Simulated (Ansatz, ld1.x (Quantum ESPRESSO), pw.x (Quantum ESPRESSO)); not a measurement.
**Ir (Z = 77) (bcc): variants of one TM potential in the solid**

```
Element                 : Ir (Z = 77)
Generator               : ld1.x (Quantum ESPRESSO) 7.5
Type                    : norm-conserving Troullier–Martins (Kleinman–Bylander form)
Functional              : PBE
Relativity              : scalar-relativistic
Frozen core             : [Xe] 4f14
Valence charge          : 9
Reference configuration : 5d7 6s1.5 6p0 (charge +0.5)
Partial waves           : 6p (bound, empty): rc 2.35 bohr; 5d (bound): rc 1.25 bohr; 6s (bound): rc 2.05 bohr
Local potential         : the s channel
Core correction         : a·sin(br)/r model core inside 0.90 bohr
```

Crystal test: bcc Ir in pw.x 7.5, no spin, 15³ k-points, Fermi–Dirac smearing 0.01 Ry, cutoffs set for each file from its atomic test. The reference is all-electron LAPW (Ansatz 0.2.0) with the same functional, mesh and smearing; V0 and B0 come from Birch–Murnaghan fits to the pressures at five volumes. Errors are pseudo minus all-electron; Δ is the rms difference of the E(V) curves that follow from these fits, minima aligned, over ±6 % about the mean V0. Mesh and smearing are coarse, so the numbers serve the comparison and aren't converged zero-temperature values; the lattice is a test structure that the element need not adopt.

All-electron: a0 = 3.113 Å (V0 = 15.09 Å³/atom), B0 = 303.1 GPa.

Base: This is a poor potential for the solid.

2 further variants are left out: they gave no file fit for a test, a broken result, the same result as the base, or pressures whose basis-set error rivals the error shown.

A dash in a converged row means that the minimum lies outside the volumes sampled.

```tsv
change	cutoffs (Ry)	pw.x	a0 (Å)	a0 error (%)	B0 error (%)	Δ (meV/atom)	mean pressure error (GPa)
base	85/340	converged	3.148	+1.12	-3.5	33.5	+10.60
wave 5d (bound): rc 1.25 bohr becomes 5d (bound): rc 1.48 bohr	85/340	converged	3.148	+1.11	-3.4	33.3	+10.52
local potential all-electron potential smoothed inside 1.30 bohr (lloc = -1)	85/340	converged; bound ghost	–	–	–	–	+50.32
reference 5d7 6s1.5 6p0.5	85/340	converged	3.149	+1.16	-3.7	34.8	+11.04
```
